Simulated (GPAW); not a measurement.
CdS (Greenockite):

```
CELL_PARAMETERS angstrom
4.15000 0.00000 0.00000
-2.07500 3.59401 0.00000
0.00000 0.00000 6.73700
ATOMIC_POSITIONS crystal
Cd 0.66667 0.33333 0.50000
Cd 0.33333 0.66667 0.00000
S 0.66667 0.33333 0.87500
S 0.33333 0.66667 0.37500
```

```yaml
Program: GPAW 26.7.0
Task: relaxation of cell and atoms
Functional: PBEsol
Dispersion: D3(BJ)
Potentials_or_basis: PAW data sets generated in the run's folder for this functional
Cutoff: 600 eV
Basis: pw
k_mesh: 5 × 5 × 3
Occupations: fermi-dirac, width 0.05 eV
Spin: no spin polarisation
```

At the start: pressure -2.9 GPa; volume 25.12 Å³/atom.

**Question.** How do energy, volume and symmetry change on relaxing?

**Answer.** Over 6 steps the energy falls by 11.0 meV/atom and the volume is 23.94 Å³/atom (-4.7 %); space group P6_3mc (No. 186, to 0.05 Å).

Step by step:
| step | energy change (eV) | largest force (eV/Å) | pressure (GPa) | volume (Å³) |
| --- | --- | --- | --- | --- |
| 1 | 0.0000 | 0.0614 | -2.89 | 100.48 |
| 2 | -0.0085 | 0.0516 | -2.63 | 100.00 |
| 3 | -0.0436 | 0.0488 | 0.15 | 95.54 |
| 4 | -0.0440 | 0.0332 | -0.06 | 95.84 |
| 5 | -0.0441 | 0.0241 | -0.07 | 95.85 |
| 6 | -0.0442 | 0.0013 | -0.02 | 95.78 |

Final structure:
```
CELL_PARAMETERS angstrom
4.08163 0.00000 0.00000
-2.04082 3.53480 0.00000
0.00000 0.00000 6.63856
ATOMIC_POSITIONS crystal
Cd 0.66667 0.33333 0.49926
Cd 0.33333 0.66667 0.99926
S 0.66667 0.33333 0.87573
S 0.33333 0.66667 0.37574
```

Caveat: later steps reuse the first step's grids.
